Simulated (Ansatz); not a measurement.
Crystal: Na2S.

```xyz
3
Lattice="0.0000 3.2735 3.2735 3.2735 0.0000 3.2735 3.2735 3.2735 0.0000" Properties=species:S:1:pos:R:3 pbc="T T T"
S     0.0000    0.0000    0.0000
Na    4.9102    4.9102    4.9102
Na    1.6367    1.6367    1.6367
```

* Program: Ansatz 0.2.0
* Task: relaxation of cell and atoms
* Functional: PBE
* Dispersion: D3(BJ)
* Potentials or basis: Ansatz PAW
* Cutoff: 420 eV (not typed: the program's choice for these potentials)
* k mesh: 7 × 7 × 7
* Occupations: fermi-dirac, width 0.05 eV
* Spin: no spin polarisation

At the start: volume 23.39 Å³/atom.

**Question.** How do energy, volume and symmetry change on relaxing?

**Answer.** It ends after 4 steps and the volume is 22.23 Å³/atom (-4.9 %); space group Fm-3m (No. 225, to 0.05 Å).

The path:
| step | energy change (eV) | largest force (eV/Å) | volume (Å³) |
| --- | --- | --- | --- |
| 1 | 0.0000 | 0.0000 | 70.16 |
| 2 | -0.0142 | 0.0000 | 67.77 |
| 3 | -0.0156 | 0.0000 | 66.70 |
| 4 | -0.0155 | 0.0000 | 66.70 |

Final structure:
```xyz
3
Lattice="0.0000 3.2188 3.2188 3.2188 0.0000 3.2188 3.2188 3.2188 0.0000" Properties=species:S:1:pos:R:3 pbc="T T T"
S     0.0000    0.0000    0.0000
Na    4.8282    4.8282    4.8282
Na    1.6094    1.6094    1.6094
```

Caveat: the plane-wave basis is chosen anew once the cell has moved, so the energies of steps on either side of that aren't comparable.
